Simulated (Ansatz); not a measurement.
AgBr:

```
Ag Br
1.0
     0.00000    2.87015    2.87015
     2.87015    0.00000    2.87015
     2.87015    2.87015    0.00000
Ag Br
1 1
Direct
  0.00000 0.00000 0.00000
  0.50000 0.50000 0.50000
```

Base run:

```yaml
Program: Ansatz 0.2.0
Functional: RPBE
Potentials_or_basis: Ansatz PAW
Cutoff: "420 eV (not typed: the program's choice for these potentials)"
k_mesh: 8 × 8 × 8
Occupations: fermi-dirac, width 0.05 eV
Spin: no spin polarisation
```

Its results: band gap on the k mesh 0.84 eV, indirect (least direct gap 2.78 eV); pressure 5.1 GPa.

Q: The run is repeated on the same cell with these changes: functional from RPBE to r2SCAN; cutoff from 420 eV (not typed: the program's choice for these potentials) to 500 eV (not typed: the program's choice for these potentials); spin from no spin polarisation to spin-orbit coupling, no magnetisation; potential files from those of the base run to others of the same set. What comes out?

A: Band gap on the k mesh 1.21 eV, indirect (least direct gap 3.12 eV); pressure 1.1 GPa.

Several settings changed at once, so the effect can't be laid on one alone.

Caveats: the PAW data sets come from PBE, with cores solved anew for the run's functional, which leaves a small shift of forces and pressure.
